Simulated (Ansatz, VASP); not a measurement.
**SiO2 in VASP and in Ansatz**

The input INCAR:

```
PREC     = Accurate       # precision mode
ENCUT    = 520            # plane-wave cutoff, eV
EDIFF    = 1E-7           # SCF threshold, eV
ISMEAR   = -1             # smearing method
SIGMA    = 0.05           # smearing width, eV
LREAL    = F              # projectors in reciprocal space
LASPH    = T              # aspherical terms in the spheres
NELM     = 60             # most SCF steps
ALGO     = Normal         # electronic algorithm
ISIF     = 2              # what is computed and relaxed
LWAVE    = F              # write WAVECAR
LCHARG   = F              # write CHGCAR
GGA      = PE             # functional
NBANDS   = 25             # bands
```

The input KPOINTS:

```
regular mesh
0
Gamma
  8 8 8
```

Contents of POSCAR:

```
SiO2
1.0
   -2.4936968379      2.4936968379      3.6798816911
    2.4936968379     -2.4936968379      3.6798816911
    2.4936968379      2.4936968379     -3.6798816911
Si O
2 4
Direct
    0.7500000000      0.2500000000      0.5000000000
    0.0000000000      0.0000000000      0.0000000000
    0.8750000000      0.0282138700      0.6532138700
    0.7782138700      0.1250000000      0.1532138700
    0.9717861300      0.6250000000      0.8467861300
    0.3750000000      0.2217861300      0.3467861300
```

Contents of input.yaml:

```yaml
crystal:
  lattice:
    - [-2.4936968379, 2.4936968379, 3.6798816911]
    - [2.4936968379, -2.4936968379, 3.6798816911]
    - [2.4936968379, 2.4936968379, -3.6798816911]
  atoms:
    - { symbol: Si, position: [0.75, 0.25, 0.5] }
    - { symbol: Si, position: [0.0, 0.0, 0.0] }
    - { symbol: O, position: [0.875, 0.02821387, 0.65321387] }
    - { symbol: O, position: [0.77821387, 0.125, 0.15321387] }
    - { symbol: O, position: [0.97178613, 0.625, 0.84678613] }
    - { symbol: O, position: [0.375, 0.22178613, 0.34678613] }
hamiltonian:
  xc: pbe
  pseudopotentials: { kind: paw }
kpoints:
  mp_grid: { grid: [8, 8, 8] }
scf:
  occupations: { method: fermi_dirac, width: 0.05 }
output:
  forces: true
  stress: true
  eigenvalues: true
```

Change from the starting cell: volume scaled by 1.02.

Alike in both runs: task single point; functional PBE; k mesh 8 × 8 × 8; occupations fermi-dirac, width 0.05 eV; no spin polarisation.

|  | VASP | Ansatz |
| --- | --- | --- |
| version | VASP 6.6.1 | Ansatz 0.2.0 |
| potentials or method | VASP PAW PBE potentials, release 64 (Si, O) | Ansatz PAW |
| plane-wave cutoff (eV) | 520 | 420 |
| valence electrons in the cell | 32 | 32 |

|  | VASP | Ansatz | Ansatz less VASP |
| --- | --- | --- | --- |
| gap on the k mesh at the Fermi level (eV) | 5.81 | 5.81 | +0.001 |
| least direct gap on the mesh (eV) | 5.81 | 5.81 | +0.001 |
| pressure (GPa) | 1.3 | 1.2 | -0.10 |
| largest component of the traceless stress (GPa) | 0.03 | 0.06 | +0.030 |
| rms of the force components (eV/Å) | 0.025 | 0.027 | +0.0015 |

Atom by atom the forces differ by 0.002 eV/Å (rms over components).

Caveats: the pressure holds a Pulay correction of +0.5 GPa for the finite cutoff (Ansatz). A k mesh can miss the band edges.
